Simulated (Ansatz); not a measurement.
KMgF3: moving Mg off its site

KMgF3, Pm-3m, a = 3.986 Å (as given, not relaxed at this level: 3.8 GPa). The structure is a COD entry; whether it is the stable form wasn't checked. Ansatz: PBE, PAW, 420 eV, Γ-centred 6×6×6 mesh on 5 atoms, Gaussian smearing 0.05 eV; no spin polarisation.

```
CELL_PARAMETERS angstrom
3.98590 0.00000 0.00000
0.00000 3.98590 0.00000
0.00000 0.00000 3.98590
ATOMIC_POSITIONS crystal
K 0.50000 0.50000 0.50000
Mg 0.00000 0.00000 0.00000
F 0.50000 0.00000 0.00000
F 0.00000 0.50000 0.00000
F 0.00000 0.00000 0.50000
```

Atom 2 (Mg) moves by x along the unit vector (0.000, 0.000, 1.000), with its periodic images; all else is held. y is the free energy of the cell over the start, F the force along the path summed over the moved atoms. Symmetry makes y even in x.

```tsv
x (Å)	y (meV)	F (eV/Å)
-0.1000	48.55	1.00
-0.0500	11.86	0.48
0.0000	0.00	0.00
0.0125	0.74	-0.12
0.0250	2.95	-0.24
0.0375	6.65	-0.36
0.0625	18.61	-0.60
0.0750	?	?
0.0875	36.90	-0.86
```

**Question.** Fit y = c2 x² + c4 x⁴ to the energies of the other rows, give the force constant, and predict energy and force of the missing row.

**Answer.** Least squares on the rows shown. y = 4706.4 x² + 14846 x⁴. The force constant is 2 c2 = 9.41 eV/Å², for the cell as given, at 3.8 GPa (for all images moving together, not for a lone atom). The force −dy/dx at the missing row is -0.73 eV/Å (computed -0.73). At x = 0.0750 the fit asked for gives 26.94 meV. The run gave 26.94 meV, the same to the digits shown.